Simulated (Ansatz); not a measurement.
# Bi4Se3: the cost of one run

Method: DFT PBE, scalar-relativistic, plane waves, PAW, in Ansatz 0.2.0.

### Step 1. Starting point

The structure is cubic, space group Pm-3m (No. 221). The conventional cell has a = 6.052 Å, b = 6.052 Å, c = 6.052 Å, α = 90.00°, β = 90.00°, γ = 90.00°. Bi (site symmetry 4/mmm) has 2 Bi at 3.03 Å and 4 Se at 3.03 Å as nearest neighbours. Bi (site symmetry m-3m) has 6 Bi at 3.03 Å as nearest neighbours. Se (site symmetry 4/mmm) is surrounded by 4 Bi at 3.03 Å.

Coordinates:

```
CELL_PARAMETERS angstrom
6.05193 0.00000 0.00000
0.00000 6.05193 0.00000
0.00000 0.00000 6.05193
ATOMIC_POSITIONS crystal
Bi 0.50000 0.00000 0.00000
Bi 0.00000 0.50000 0.00000
Bi 0.00000 0.00000 0.50000
Bi 0.00000 0.00000 0.00000
Se 0.00000 0.50000 0.50000
Se 0.50000 0.00000 0.50000
Se 0.50000 0.50000 0.00000
```

The cell is invented: random cell by space group and Wyckoff sites (Pm-3m, No. 221). Its size is a rough estimate.

### Step 2. The guess as it stands, on a coarse mesh

Contents of input.yaml:

```yaml
crystal:
  lattice:
    - [6.05193309, 0.0, 0.0]
    - [0.0, 6.05193309, 0.0]
    - [0.0, 0.0, 6.05193309]
  atoms:
    - { symbol: Bi, position: [0.5, 0.0, 0.0] }
    - { symbol: Bi, position: [0.0, 0.5, 0.0] }
    - { symbol: Bi, position: [0.0, 0.0, 0.5] }
    - { symbol: Bi, position: [0.0, 0.0, 0.0] }
    - { symbol: Se, position: [0.0, 0.5, 0.5] }
    - { symbol: Se, position: [0.5, 0.0, 0.5] }
    - { symbol: Se, position: [0.5, 0.5, 0.0] }
basis:
  ecutwfc: 420
kpoints:
  mp_grid: { grid: [4, 4, 4] }
hamiltonian:
  xc: pbe
scf:
  occupations: { method: gaussian, width: 0.1 }
  lower_state_search: "off"
output:
  forces: true
  stress: true
  eigenvalues: true
```

Run with:

```sh
ansatz run input.yaml --threads 1 --pin off --max-ram 2560MiB --backend cpu --events-out ev --progress --plain --runs-dir out
```

**Question.** How long does this run take on 1 thread of Arm Neoverse V2, shared host, and how much memory does it need?

About 8.5 s, with a peak of 0.49 GiB.
